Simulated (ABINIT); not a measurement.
Runs of ABINIT 10.8.3 (patched build) on KF (Carobbiite). It takes space group Fm-3m (No. 225, cubic). The conventional cell has a = 5.344 Å, b = 5.344 Å, c = 5.344 Å, α = 90.00°, β = 90.00°, γ = 90.00°. K (site symmetry m-3m) has 6 F at 2.67 Å as nearest neighbours. F (site symmetry m-3m) is surrounded by 6 K at 2.67 Å. 

| task | level | potentials or basis | k mesh | cutoff (eV) | smearing | fine-grid cutoff | most SCF steps | gap on the mesh (eV) | pressure (GPa) |
| --- | --- | --- | --- | --- | --- | --- | --- | --- | --- |
| single point | PBEsol | PseudoDojo NC SR PBEsol v0.4.1 standard | 9 × 9 × 9 | 1143 | fermi-dirac 0.05 eV | - | - | 6.06 | -0.7 |
| band structure | LDA | JTH PAW LDA v2.0 | 9 × 9 × 9 | 626 | fermi-dirac 0.05 eV | 1224.51 eV | - | 5.79 | -3.4 |
| single point | PBEsol | PseudoDojo NC SR PBE v0.4.1 standard | 6 × 6 × 6 | 952 | fixed | - | - | 6.04 | - |
| band structure | PBEsol | PseudoDojo NC SR PBEsol v0.4.1 standard | 9 × 9 × 9 | 1143 | fermi-dirac 0.05 eV | - | - | 6.06 | -0.7 |
| single point | HSE06 | PseudoDojo NC SR PBE v0.4.1 standard | 6 × 6 × 6 | 952 | fixed | - | 60 | (a) | - |

Alike in all rows: no spin polarisation; cell as given.

Estimate the missing entries.

(a) 8.18.

Caveats: the potentials were made for another functional, which shifts forces and pressure (some runs); an odd mesh through Γ misses points on the zone boundary, where band edges often lie (some runs); Libxc's HSE differs a little from that of other programs (some runs).
